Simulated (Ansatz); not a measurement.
The system is W.

```
W
1.0
    -1.58234    1.58234    1.58234
     1.58234   -1.58234    1.58234
     1.58234    1.58234   -1.58234
W
1
Direct
  0.00000 0.00000 0.00000
```

Base run:

| Property | Result |
| --- | --- |
| Program | Ansatz 0.2.0 |
| Functional | PBE |
| Potentials or basis | Ansatz PAW soft_1 |
| Cutoff | 420 eV |
| Density cutoff | 1680 eV |
| k mesh | 12 × 12 × 12 |
| Occupations | fermi-dirac, width 0.05 eV |
| Spin | no spin polarisation |

Its results: band gap on the k mesh none (metal or under the smearing width); pressure 5.9 GPa.

Problem. The run is repeated on the same cell with these changes: potentials or basis from Ansatz PAW soft_1 to JTH PAW; cutoff from 420 eV to 1290 eV; density cutoff from 1680 eV to 5160 eV. What comes out?

Solution. Band gap on the k mesh none (metal or under the smearing width); pressure 6.3 GPa.

Not every run made on this cell is shown here.
